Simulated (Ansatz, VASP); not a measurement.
## PtSe2 (Sudovikovite) in VASP and in Ansatz

```xyz
3
Lattice="3.6990 0.0000 0.0000 -1.8495 3.2034 0.0000 0.0000 0.0000 5.0280" Properties=species:S:1:pos:R:3 pbc="T T T"
Pt    0.0000    0.0000    0.0000
Se    1.8495    1.0678    3.7710
Se    0.0000    2.1356    1.2570
```

Alike in both runs: task single point; functional RPBE; k mesh 8 × 8 × 5; occupations fermi-dirac, width 0.05 eV; no spin polarisation.

|  | VASP | Ansatz |
| --- | --- | --- |
| version | VASP 6.6.1 | Ansatz 0.2.0 |
| potentials or method | VASP PAW PBE potentials, release 64 (Pt, Se) | Ansatz PAW |
| plane-wave cutoff (eV) | 520 | 420 |
| valence electrons in the cell | 22 | 50 |

Ansatz gave:

```
gap on the k mesh at the Fermi level (eV)       : none
pressure (GPa)                                  : 13.0
largest component of the traceless stress (GPa) : 1.97
rms of the force components (eV/Å)              : 0.430
```

Which values does VASP return?

gap on the k mesh at the Fermi level (eV): none; pressure (GPa): 12.9; largest component of the traceless stress (GPa): 1.97; rms of the force components (eV/Å): 0.432.

Atom by atom the forces differ by 0.002 eV/Å (rms over components). A gap of «none» marks a metal or a gap that the smearing closes. The two sets of potentials don't hold the same shells in valence.

Caveats: the PAW data sets were made with another functional, which shifts forces and pressure a little (VASP); the PAW data sets come from PBE, with cores solved anew for the run's functional, which leaves a small shift of forces and pressure (Ansatz). Spin-orbit coupling is left out, which matters for the levels of Pt.
